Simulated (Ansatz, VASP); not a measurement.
# Two plane-wave programs on CdTe

```
Cd Te
1.0
     0.00000    3.25830    3.25830
     3.25830    0.00000    3.25830
     3.25830    3.25830    0.00000
Cd Te
1 1
Direct
  0.00000 0.00000 0.00000
  0.75000 0.75000 0.75000
```

Alike in both runs: functional PBE; dispersion D3(BJ); k mesh 8 × 8 × 8; occupations gaussian, width 0.02 eV; no spin polarisation.

Ansatz relaxed the structure, and its values are those at the end. VASP's run is a single point on that final structure, the one shown.

```csv
,VASP,Ansatz
version,VASP 6.6.1,Ansatz 0.2.0
potentials or method,"VASP PAW PBE potentials, release 64 (Cd, Te)","scalar-relativistic, plane waves, PAW"
plane-wave cutoff (eV),520,420
valence electrons in the cell,18,36
```

Ansatz gave:

| Property | Result |
| --- | --- |
| gap on the k mesh at the Fermi level (eV) | 0.72 |
| least direct gap on the mesh (eV) | 0.72 |
| pressure (GPa) | 0.0 |

Question: Estimate VASP's values.

Answer: gap on the k mesh at the Fermi level (eV): 0.72; least direct gap on the mesh (eV): 0.72; pressure (GPa): 0.1.

The two sets of potentials don't hold the same shells in valence.

Caveats: spin-orbit coupling is left out, which moves the levels of the heavy elements. As with any semilocal functional, this PBE gap is likely too small.
